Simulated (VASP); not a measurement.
# Results of a VASP single-point calculation on SnSe (strained measured structure)

POSCAR

```
Sn Se
 1.0000000000000000
     0.0000000000000000    2.8422117735999999    2.8422117735999999
     2.8422117735999999    0.0000000000000000    2.8422117735999999
     2.8422117735999999    2.8422117735999999    0.0000000000000000
 Sn  Se
   1   1
Cartesian
  0.0000000000000000  0.0000000000000000  0.0000000000000000
  2.8422117735999999  2.8422117735999999  2.8422117735999999
```

```
gap between bands v and c : 0.04 eV
least direct gap          : 0.16 eV
```

Band v is the last that the valence electrons fill when counted band by band, and c is the next. Levels in eV from the top of v:

```json
{"point": "Γ", "v−1": "-3.39", "v": "-3.39", "c": "4.87", "c+1": "4.87"}
{"point": "X", "v−1": "-5.21", "v": "-5.21", "c": "2.29", "c+1": "6.36"}
{"point": "K", "v−1": "-4.61", "v": "-3.24", "c": "3.36", "c+1": "3.91"}
{"point": "L", "v−1": "-3.06", "v": "-0.30", "c": "0.78", "c+1": "0.78"}
{"point": "W", "v−1": "-6.54", "v": "-1.20", "c": "1.40", "c+1": "4.93"}
```

Which of these levels of theory gave these results?
A. PBE with spin–orbit coupling
B. PBE0
C. r²SCAN
D. PBE
E. LDA
F. PBEsol
G. HSE06

C.

The INCAR was:

```
ISIF = 2
NELM = 120
NBANDS = 17
EDIFF = 1E-7
METAGGA = R2SCAN
NSW = 0
ENCUT = 520
ALGO = Normal
IBRION = -1
LCHARG = .FALSE.
LASPH = .TRUE.
LREAL = .FALSE.
PREC = Accurate
ISMEAR = -1
SIGMA = 0.02
LWAVE = .FALSE.
```
